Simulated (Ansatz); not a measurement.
```xyz
5
Lattice="3.8124 0.0000 0.0000 0.0000 3.8124 0.0000 0.0000 0.0000 3.8124" Properties=species:S:1:pos:R:3 pbc="T T T"
La     0.0000     0.0000     0.0000
Al     1.9062     1.9062     1.9062
O      0.0000     1.9062     1.9062
O      1.9062     1.9062     0.0000
O      1.9062     0.0000     1.9062
```

No spin polarisation.

0.388 holes added to each cell, a density of 7.0×10^21 cm⁻³, with a uniform compensating background at fixed cell and a 300 K Fermi–Dirac width.

Level of theory: PBE (Ansatz, a first-principles code; PAW; 420 eV plane waves; no spin-orbit coupling). k-mesh 12×12×12 (Γ-centred); smearing 0.0259 eV (Fermi–Dirac).

Question: Estimate the Fermi level relative to the doped band's edge (positive inside the band; to 0.05 eV).

Answer: +0.15 eV.

Question: Predict the gap character.

Answer: Indirect, R → Γ.

Carriers are added with a uniform compensating background; total energy and stress of such cells depend on the potential's zero and are not compared; many-body gap narrowing is missing at this level. Stability against distortions was not tested. The cell was made from LaAlO$_{3}$ in the cubic perovskite structure (space group Pm-3m, No. 221) by this change: holes 7.0×10^21 cm⁻³. Many cubic perovskites are stable only at high temperature; tilts and polar distortions were not tested.
